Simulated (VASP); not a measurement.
# Rb (Im-3m) in VASP: notebook

The runs below take Rb through relaxation of the atoms, with PBEsol.

Program: VASP 6.6.1. These are calculated values, not measurements. Logs are shortened: lines on timing, memory, paths and dates and some standing lists are left out, and cuts for length are marked.

### 1 The undisturbed crystal

The structure is cubic, space group Im-3m (No. 229). Conventional cell: a = 5.605 Å, b = 5.605 Å, c = 5.605 Å, α = 90.00°, β = 90.00°, γ = 90.00°.

### 2 Relaxation of the atoms, PBEsol (a relaxed cell with its volume scaled by 1.02)

File INCAR:

```
PREC = Accurate ; ENCUT = 600
EDIFF = 1E-7 ; ISMEAR = 1
SIGMA = 0.1 ; LREAL = F
LASPH = T ; NELM = 80
ALGO = Normal ; ISIF = 2
LWAVE = F ; LCHARG = F
GGA = PS ; IBRION = 2
NSW = 40 ; EDIFFG = -0.01
```

File KPOINTS:

```
Automatic mesh
0
Gamma
  10 10 10
```

File POSCAR:

```
Rb                                      
1.0
   -2.8073618383      2.8073618383      2.8073618383
    2.8073618383     -2.8073618383      2.8073618383
    2.8073618383      2.8073618383     -2.8073618383
  Rb            
     1
Direct
     0.0000000000000000    0.0000000000000000    0.0000000000000000
```

Potentials or basis: VASP PAW PBE potentials, release 64 (Rb_sv).

Started as:

```console
cat potpaw_PBE.64/Rb_sv/POTCAR > POTCAR
mpirun -np 1 vasp_std > vasp.out
```

OUTCAR:

```text
PREC = Accurate
   ENCUT = 600
   EDIFF = 1E-7
   ISMEAR = 1
   LREAL = F
   LASPH = T
   NELM = 80
   ISIF = 2
   GGA = PS
   IBRION = 2
   NSW = 40
   EDIFFG = -0.01

 ion  position               nearest neighbor table
   1  0.000  0.000  0.000-

  LATTYP: Found a body centered cubic cell.
 ALAT       =     5.6147236766

  Lattice vectors:

 A1 = (  -2.8073618383,   2.8073618383,   2.8073618383)
 A2 = (   2.8073618383,  -2.8073618383,   2.8073618383)
 A3 = (   2.8073618383,   2.8073618383,  -2.8073618383)

Analysis of symmetry for initial positions (statically):
=====================================================================
 Subroutine PRICEL returns:
 Original cell was already a primitive cell.

 Routine SETGRP: Setting up the symmetry group for a
 body centered cubic supercell.

 Subroutine GETGRP returns: Found 48 space group operations
 (whereof 48 operations were pure point group operations)
 out of a pool of 48 trial point group operations.

The static configuration has the point symmetry O_h .

Analysis of symmetry for dynamics (positions and initial velocities):
=====================================================================
 Subroutine PRICEL returns:
 Original cell was already a primitive cell.

 Routine SETGRP: Setting up the symmetry group for a
 body centered cubic supercell.

 Subroutine GETGRP returns: Found 48 space group operations
 (whereof 48 operations were pure point group operations)
 out of a pool of 48 trial point group operations.

The dynamic configuration has the point symmetry O_h .

 Subroutine INISYM returns: Found 48 space group operations
 (whereof 48 operations are pure point group operations),
 and found     1 'primitive' translations

----------------------------------------------------------------------------------------

                                     Primitive cell

  volume of cell :      88.5024

  direct lattice vectors                    reciprocal lattice vectors
    -2.807361838  2.807361838  2.807361838     0.000000000  0.178103155  0.178103155
     2.807361838 -2.807361838  2.807361838     0.178103155  0.000000000  0.178103155
     2.807361838  2.807361838 -2.807361838     0.178103155  0.178103155  0.000000000

  length of vectors
     4.862493339  4.862493339  4.862493339     0.251875897  0.251875897  0.251875897

  position of ions in fractional coordinates (direct lattice)
     0.000000000  0.000000000  0.000000000

  ion indices of the primitive-cell ions
   primitive index   ion index
                 1           1

----------------------------------------------------------------------------------------

 KPOINTS: Automatic mesh

Automatic generation of k-mesh.
 Grid dimensions read from file:
 generate k-points for:   10   10   10

 Generating k-lattice:

  Cartesian coordinates                     Fractional coordinates (reciprocal lattice)
     0.000000000  0.017810315  0.017810315     0.100000000  0.000000000  0.000000000
     0.017810315  0.000000000  0.017810315     0.000000000  0.100000000  0.000000000
     0.017810315  0.017810315  0.000000000     0.000000000  0.000000000  0.100000000

  Length of vectors
     0.025187590  0.025187590  0.025187590

  Shift w.r.t. Gamma in fractional coordinates (k-lattice)
     0.000000000  0.000000000  0.000000000

 Subroutine IBZKPT returns following result:
 ===========================================

 Found     47 irreducible k-points:

 Following reciprocal coordinates:
            Coordinates               Weight
  0.000000  0.000000  0.000000      1.000000
  0.100000  0.000000  0.000000     12.000000
  0.200000  0.000000  0.000000     12.000000
  0.300000  0.000000  0.000000     12.000000
  0.400000  0.000000  0.000000     12.000000
  0.500000  0.000000  0.000000      6.000000
[... 16 lines left out ...]
  0.300000  0.300000  0.100000      8.000000
 -0.300000  0.300000  0.100000     24.000000
 [... further k-points ...]
   k-points           NKPTS =     47   k-points in BZ     NKDIM =     47   number of bands    NBANDS=      8
   number of dos      NEDOS =    301   number of ions     NIONS =      1
   total plane-waves  NPLWV =  64000
   dimension x,y,z NGX =    40 NGY =   40 NGZ =   40
   dimension x,y,z NGXF=    80 NGYF=   80 NGZF=   80
   ions per type =               1
   NGX,Y,Z   is equivalent  to a cutoff of  13.68, 13.68, 13.68 a.u.
   NGXF,Y,Z  is equivalent  to a cutoff of  27.35, 27.35, 27.35 a.u.
 SYSTEM =  unknown system
   PREC   = accura    normal or accurate (medium, high low for compatibility)
   ISTART =      0    job   : 0-new  1-cont  2-samecut
   ICHARG =      2    charge: 1-file 2-atom 10-const
   ISPIN  =      1    spin polarized calculation?
   LNONCOLLINEAR =      F non collinear calculations
   LSORBIT =      F    spin-orbit coupling
   LASPH  =      T    aspherical Exc in radial PAW
   ENCUT  =  600.0 eV  44.10 Ry    6.64 a.u.   9.71  9.71  9.71*2*pi/ulx,y,z
   NELM   =     80;   NELMIN=  2; NELMDL= -5     # of ELM steps
   EDIFF  = 0.1E-06   stopping-criterion for ELM
   LREAL  =      F    real-space projection
   EDIFFG = -.1E-01   stopping-criterion for IOM
   NSW    =     40    number of steps for IOM
   IBRION =      2    ionic relax: 0-MD 1-quasi-New 2-CG
   NFREE  =      1    steps in history (QN), initial steepest desc. (CG)
   ISIF   =      2    stress and relaxation
   ISYM   =      2    0-nonsym 1-usesym 2-fastsym
   POTIM  = 0.5000    time-step for ionic-motion
   TEBEG  =    0.0;   TEEND  =   0.0 temperature during run
   PSTRESS=    0.0 pullay stress
   NELECT =       9.0000    total number of electrons
   NUPDOWN=      -1.0000    fix difference up-down
   EMIN   =  10.00;   EMAX   =-10.00  energy-range for DOS
   EFERMI =   0.00;   METHOD = LEGACY
   ISMEAR =     1;   SIGMA  =   0.10  broadening in eV -4-tet -1-fermi 0-gaus
   EFERMI_NEDOS =   21; number of points for ismear=-14 and -15
   IALGO  =     38    algorithm
   IMIX   =      4    mixing-type and parameters
     AMIX     =   0.40;   BMIX     =  1.00
     AMIX_MAG =   1.60;   BMIX_MAG =  1.00
  volume/ion in A,a.u.               =      88.50       597.24
  Fermi-wavevector in a.u.,A,eV,Ry     =   0.764136  1.444007  7.944492  0.583904
  Thomas-Fermi vector in A             =   1.863971
   LORBIT       =      0    0 simple, 1 ext, 2 COOP (PROOUT), +10 PAW based schemes
   GGA     = PS    functional components
   LHFCALC =     F    Hartree Fock is set to
   AEXX    =    0.0000 exact exchange contribution
   IVDW    =     0    specifies the selected vdW correction
   LEPSILON=     F    determine dielectric tensor
   LRPA    =     F    only Hartree local field effects (RPA)
 conjugate gradient relaxation of ions
 non-spin polarized calculation
 Methfessel and Paxton  Order N= 1 SIGMA  =   0.10
  energy-cutoff  :      600.00
  volume of cell :       88.50
 maximum number of plane-waves:      2988
   NGX = 19   NGY = 19   NGZ = 19

 number of electron       9.0000000 magnetization

 Free energy of the ion-electron system (eV)
  ---------------------------------------------------
  ext. energy  EPLUGINS =         0.00000000
  ---------------------------------------------------
  free energy    TOTEN  =        -1.02068779 eV

  energy without entropy =       -1.01988754  energy(sigma->0) =       -1.02042104

 E-fermi :   0.0129     XC(G=0):  -5.5908

 val. band max:        0.0071936947   @ k =  -0.3000   0.4000   0.2000
 cond. band min:       0.0901674106   @ k =  -0.4000   0.4000   0.2000
 fundamental gap:      0.0829737159
 Fermi energy:         0.0128553796

 k-point     1 :       0.0000    0.0000    0.0000
  band No.  band energies     occupation
      1     -28.8342      2.00000
      2     -12.8783      2.00000
      3     -12.8783      2.00000
      4     -12.8783      2.00000
      5      -2.0051      2.00000
      6       3.7136      0.00000
      7       3.7136      0.00000
      8       3.7136      0.00000

 k-point     2 :       0.1000    0.0000    0.0000
  band No.  band energies     occupation
      1     -28.8338      2.00000
      2     -12.8887      2.00000
      3     -12.8817      2.00000
      4     -12.8783      2.00000
      5      -1.8840      2.00000
      6       3.5199      0.00000
      7       3.5480      0.00000
      8       3.8261      0.00000

 k-point     3 :       0.2000    0.0000    0.0000
  band No.  band energies     occupation
      1     -28.8326      2.00000
      2     -12.9157      2.00000
      3     -12.8906      2.00000
      4     -12.8783      2.00000
      5      -1.5321      2.00000
      6       2.8720      0.00000
      7       3.2065      0.00000
      8       4.1584      0.00000

 k-point     4 :       0.3000    0.0000    0.0000
  band No.  band energies     occupation
      1     -28.8311      2.00000
      2     -12.9485      2.00000
      3     -12.9015      2.00000
      4     -12.8783      2.00000
      5      -0.9843      2.00000
      6       2.1046      0.00000
      7       2.8851      0.00000
      8       4.5363      0.00000

 k-point     5 :       0.4000    0.0000    0.0000
  band No.  band energies     occupation
      1     -28.8299      2.00000
      2     -12.9746      2.00000
      3     -12.9103      2.00000
      4     -12.8783      2.00000
      5      -0.3055      2.00006
      6       1.3568     -0.00000
      7       2.6717      0.00000
      8       4.4417      0.00000
[... 177 lines left out ...]
 k-point    22 :      -0.2000    0.2000    0.1000
  band No.  band energies     occupation
      1     -28.8321      2.00000
      2     -12.9157      2.00000
      3     -12.8942      2.00000
      4     -12.8867      2.00000
      5      -1.4169      2.00000
      6       2.9045      0.00000
      7       3.2141      0.00000
      8       3.7378      0.00000

 k-point    23 :       0.3000    0.3000    0.1000
  band No.  band energies     occupation
      1     -28.8291      2.00000
      2     -12.9449      2.00000
      3     -12.9449      2.00000
      4     -12.9003      2.00000
      5       1.1574     -0.00000
      6       1.1574     -0.00000
      7       1.3044     -0.00000
      8       3.3561      0.00000

 k-point    24 :      -0.3000    0.3000    0.1000
  band No.  band energies     occupation
      1     -28.8307      2.00000
      2     -12.9471      2.00000
      3     -12.9052      2.00000
      4     -12.8863      2.00000
      5      -0.8753      2.00000
      6       2.1379      0.00000
      7       2.9279      0.00000
      8       3.8066      0.00000

 [... further k-points ...]

------------------------ aborting loop because EDIFF is reached ----------------------------------------

  FORCE on cell =-STRESS in cart. coord.  units (eV):
  Direction    XX          YY          ZZ          XY          YZ          ZX
  --------------------------------------------------------------------------------------
  -------------------------------------------------------------------------------------
  Total       -0.0339660     -0.0339660     -0.0339660      0.0000000     -0.0000000      0.0000000
  in kB       -0.6148933     -0.6148933     -0.6148933      0.0000000     -0.0000000      0.0000000
  external PRESSURE =      -0.6148933 kB  Pullay stress =       0.0000000 kB

 VOLUME and BASIS-vectors are now :
 -----------------------------------------------------------------------------
  energy-cutoff  :      600.00
  volume of cell :       88.50
      direct lattice vectors                 reciprocal lattice vectors
    -2.807361838  2.807361838  2.807361838     0.000000000  0.178103155  0.178103155
     2.807361838 -2.807361838  2.807361838     0.178103155  0.000000000  0.178103155
     2.807361838  2.807361838 -2.807361838     0.178103155  0.178103155  0.000000000

 POSITION                                       TOTAL-FORCE (eV/Angst)
 -----------------------------------------------------------------------------------
      0.00000      0.00000      0.00000        -0.000000     -0.000000     -0.000000
 -----------------------------------------------------------------------------------
    total drift:                               -0.000000      0.000000     -0.000000

  FREE ENERGIE OF THE ION-ELECTRON SYSTEM (eV)
  ---------------------------------------------------
  free  energy   TOTEN  =        -1.0206877911 eV

  energy  without entropy=       -1.0198875428  energy(sigma->0) =       -1.02042104

 reached required accuracy - stopping structural energy minimisation
```

It took 50 s on 1 thread of Intel Xeon Platinum 8488C (Sapphire Rapids), shared host; peak memory 0.24 GiB.

What came out:

| Property | Result |
| --- | --- |
| Free energy | -1.0207 eV |
| Pressure after relaxing | -0.1 GPa |
| Band gap on the k mesh | none (metal or under the smearing width) |

Final structure:
```cif
data_structure
_symmetry_space_group_name_H-M 'P 1'
_symmetry_Int_Tables_number 1
_cell_length_a 4.8625
_cell_length_b 4.8625
_cell_length_c 4.8625
_cell_angle_alpha 109.471
_cell_angle_beta 109.471
_cell_angle_gamma 109.471
_cell_volume 88.50
loop_
_atom_site_label
_atom_site_type_symbol
_atom_site_fract_x
_atom_site_fract_y
_atom_site_fract_z
_atom_site_occupancy
Rb1 Rb 0.00000 0.00000 0.00000 1
```

Levels at points of the mesh, in eV from the Fermi level:
```
           k point  band 2  band 3  band 4  band 5  band 6  band 7  band 8
(0.00, 0.00, 0.00)  -12.89  -12.89  -12.89   -2.02    3.70    3.70    3.70
(0.50, 0.00, 0.00)  -13.00  -12.93  -12.89    0.23    0.79    2.59    4.31
(0.50, 0.50, 0.50)  -12.97  -12.97  -12.97    1.24    1.24    3.31    3.31
```

Caveat: the relaxation stopped at its first step, so nothing moved; the PAW data sets were made with another functional, which shifts forces and pressure a little.

### 3 Relaxation of the atoms, PBEsol (a relaxed cell with its volume scaled by 1.04)

INCAR is that of step 2.

KPOINTS is that of step 2.

File POSCAR:

```
Rb                                      
1.0
   -2.8255919714      2.8255919714      2.8255919714
    2.8255919714     -2.8255919714      2.8255919714
    2.8255919714      2.8255919714     -2.8255919714
  Rb            
     1
Direct
     0.0000000000000000    0.0000000000000000    0.0000000000000000
```

Potentials or basis: VASP PAW PBE potentials, release 64 (Rb_sv).

Started as:

```console
cat potpaw_PBE.64/Rb_sv/POTCAR > POTCAR
mpirun -np 1 vasp_std > vasp.out
```

Wall time 42 s (1 thread of Intel Xeon Platinum 8488C (Sapphire Rapids), shared host); peak memory 0.24 GiB.

Results (log left out):

```
Free energy             : -1.0197 eV
Pressure after relaxing : -0.1 GPa
Band gap on the k mesh  : none (metal or under the smearing width)
```

Final structure:
```xyz
1
Lattice="-2.8256 2.8256 2.8256 2.8256 -2.8256 2.8256 2.8256 2.8256 -2.8256" Properties=species:S:1:pos:R:3 pbc="T T T"
Rb    0.0000    0.0000    0.0000
```

Levels at points of the mesh, in eV from the Fermi level:
```
           k point  band 2  band 3  band 4  band 5  band 6  band 7  band 8
(0.00, 0.00, 0.00)  -12.90  -12.90  -12.90   -1.99    3.68    3.68    3.68
(0.50, 0.00, 0.00)  -13.00  -12.94  -12.90    0.23    0.78    2.58    4.27
(0.50, 0.50, 0.50)  -12.97  -12.97  -12.97    1.26    1.26    3.26    3.26
```

Caveat: the relaxation stopped at its first step, so nothing moved; the PAW data sets were made with another functional, which shifts forces and pressure a little.

(Part 1 of 2 ends here.)
